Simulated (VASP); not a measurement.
Here is a VASP 6.6.1 calculation.

Contents of INCAR:

```
ALGO = Normal ; EDIFF = 1E-6
ENCUT = 400 ; GGA = PE
ISIF = 2 ; ISMEAR = 0
ISYM = 0 ; IVDW = 13
LASPH = T ; LCHARG = F
LREAL = F ; LWAVE = F
NBANDS = 15 ; NELM = 60
PREC = Accurate ; SIGMA = 0.01
```

File KPOINTS:

```
k-points
0
Gamma
  1 1 1
```

Contents of POSCAR:

```
H3CCl                                   
1.0
   12.7670747303      0.0000000000      0.0000000000
    0.0000000000     13.2670747303      0.0000000000
    0.0000000000      0.0000000000     13.7670747303
  C               Cl              H             
     1     1     3
Selective dynamics
Direct
     0.4970414396999985    0.5134837255000022    0.4949221529999974   F   F   F
     0.5319454503142702    0.3988868809119202    0.5548219480017531   T   T   T
     0.5552280380073201    0.5709899675184384    0.5135229432457831   T   T   T
     0.4191307765296371    0.5362347447375754    0.5199742775278416   T   T   T
     0.4964907305613198    0.4997974982495885    0.4164725656523024   T   T   T
```

Potentials or basis: VASP PAW PBE potentials, release 64 (C, Cl, H).

The run is started by

```sh
$ cat potpaw_PBE.64/C/POTCAR potpaw_PBE.64/Cl/POTCAR potpaw_PBE.64/H/POTCAR > POTCAR
$ mpirun -np 4 vasp_gam > vasp.out
```

Q: Estimate the gap between the frontier levels.

A: 6.23 eV.

Q: Predict the largest force.

A: 0.059 eV/Å.

Q: Predict the dispersion energy per atom.

A: -0.010 eV.

Forces on the atoms (eV/Å):
```
C    0.014 -0.050  0.027
Cl  -0.002  0.010 -0.005
H   -0.013  0.009 -0.012
H    0.005  0.013 -0.013
H   -0.005  0.018  0.002
```

 Expect the measured gap to be larger: semilocal functionals such as PBE lack the derivative discontinuity.
